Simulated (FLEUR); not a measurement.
# Te2Mo: band structure with r2SCAN

**Experimental background.**

From “Broadband infrared study of pressure-tunable Fano resonance and metallization transition in 2H-MoTe2”, 2022, pmc:9569381, for a bulk crystal of Te2Mo at 300 K: band gap 0.88 ± 0.05 eV (indirect).

Te2Mo:

```
Te Mo
1.0
     3.51820    0.00000    0.00000
    -1.75910    3.04685    0.00000
     0.00000    0.00000   13.97360
Te Mo
4 2
Cartesian
  1.7591 1.0156 5.2960
  0.0000 2.0312 12.2828
  1.7591 1.0156 1.6908
  0.0000 2.0312 8.6776
  1.7591 1.0156 10.4802
  0.0000 2.0312 3.4934
```

```yaml
Program: FLEUR MaX-R8.1 (later development tree)
Task: band structure
Functional: r2SCAN
Potentials_or_basis: all-electron
Basis: FLAPW
Kmax: 4.36 1/bohr
k_mesh: 9 × 9 × 2
Occupations: fermi-dirac, width 0.05 eV
Spin: no spin polarisation
Gmax: 13.5 1/bohr
Muffin-tin_radii: Te 2.25, Mo 2.5 bohr
lmax: Te 9, Mo 10
lnonsphr: Te 9, Mo 10
Local_orbitals_a_species: Te 6, Mo 5
Max_iterations: 80
Mixing_factor: 0.05
Mixer: Anderson
Mixer_history: 30
Density_convergence: 0.0001 me/bohr^3
```

The band gap on the k mesh is 0.89 eV, indirect (least direct gap 1.13 eV), the band gap along the path is 0.84 eV, indirect (least direct gap 1.13 eV) and the valence electrons inside the program's atomic spheres are Te 18.89; Mo 12.20 (radii Te 2.25, Mo 2.5 bohr).

Levels at the corners of the path, in eV from the valence-band top:
| point | band 55 | band 56 | band 57 | band 58 | band 59 | band 60 | band 61 | band 62 |
| --- | --- | --- | --- | --- | --- | --- | --- | --- |
| Γ | -1.10 | -1.07 | -0.42 | 0.00 | 3.02 | 3.02 | 3.15 | 3.15 |
| M | -1.05 | -1.00 | -0.71 | -0.42 | 1.35 | 1.41 | 1.58 | 1.91 |
| K | -1.99 | -1.99 | -0.30 | -0.07 | 1.06 | 1.06 | 1.27 | 2.30 |
| Γ | -1.10 | -1.07 | -0.42 | 0.00 | 3.02 | 3.02 | 3.15 | 3.15 |
| A | -1.12 | -1.12 | -0.10 | -0.10 | 3.06 | 3.06 | 3.06 | 3.06 |
| L | -1.01 | -1.01 | -0.57 | -0.57 | 1.38 | 1.38 | 1.76 | 1.76 |
| H | -2.15 | -2.15 | -0.21 | -0.21 | 1.07 | 1.07 | 1.74 | 1.74 |
| A | -1.12 | -1.12 | -0.10 | -0.10 | 3.06 | 3.06 | 3.06 | 3.06 |
| L | -1.01 | -1.01 | -0.57 | -0.57 | 1.38 | 1.38 | 1.76 | 1.76 |
| M | -1.05 | -1.00 | -0.71 | -0.42 | 1.35 | 1.41 | 1.58 | 1.91 |
| K | -1.99 | -1.99 | -0.30 | -0.07 | 1.06 | 1.06 | 1.27 | 2.30 |
| H | -2.15 | -2.15 | -0.21 | -0.21 | 1.07 | 1.07 | 1.74 | 1.74 |

Core levels (eV from the Fermi level):
```tsv
atom	levels
1 Te	1s1/2 -31604.2, 2s1/2 -4840.9, 2p1/2 -4534.6, 2p3/2 -4260.1, 3s1/2 -959.5, 3p1/2 -833.7, 3p3/2 -782.5, 4s1/2 -159.2, 3d3/2 -560.9, 3d5/2 -550.2
2 Te	1s1/2 -31604.2, 2s1/2 -4840.9, 2p1/2 -4534.6, 2p3/2 -4260.1, 3s1/2 -959.5, 3p1/2 -833.7, 3p3/2 -782.5, 4s1/2 -159.2, 3d3/2 -560.9, 3d5/2 -550.2
3 Te	1s1/2 -31604.2, 2s1/2 -4840.9, 2p1/2 -4534.6, 2p3/2 -4260.1, 3s1/2 -959.5, 3p1/2 -833.7, 3p3/2 -782.5, 4s1/2 -159.2, 3d3/2 -560.9, 3d5/2 -550.2
4 Te	1s1/2 -31604.2, 2s1/2 -4840.9, 2p1/2 -4534.6, 2p3/2 -4260.1, 3s1/2 -959.5, 3p1/2 -833.7, 3p3/2 -782.5, 4s1/2 -159.2, 3d3/2 -560.9, 3d5/2 -550.2
5 Mo	1s1/2 -19811.5, 2s1/2 -2795.0, 2p1/2 -2570.5, 2p3/2 -2464.0, 3s1/2 -473.3, 3p1/2 -387.9, 3p3/2 -370.4, 3d3/2 -219.7, 3d5/2 -216.4
6 Mo	1s1/2 -19811.5, 2s1/2 -2795.0, 2p1/2 -2570.5, 2p3/2 -2464.0, 3s1/2 -473.3, 3p1/2 -387.9, 3p3/2 -370.4, 3d3/2 -219.7, 3d5/2 -216.4
```

Run time: 4.2 min on 4 MPI ranks on Arm Neoverse V1, on a shared host.

Measured gap of Te2Mo: 0.88 eV (indirect; 300 K; quoted in “Broadband infrared study of pressure-tunable Fano resonance and metallization transition in 2H-MoTe2”, 2022, pmc:9569381). This calculation gives 0.84 eV (-0.04 eV). Spin-orbit coupling on Mo, Te is left out. The value is that of r2SCAN, without temperature or zero-point motion.

Caveat: the meta-GGA is that of a development version, with a GGA for the radial functions and cores and without core tails; spin-orbit coupling is left out, which moves the levels of the heavy elements.
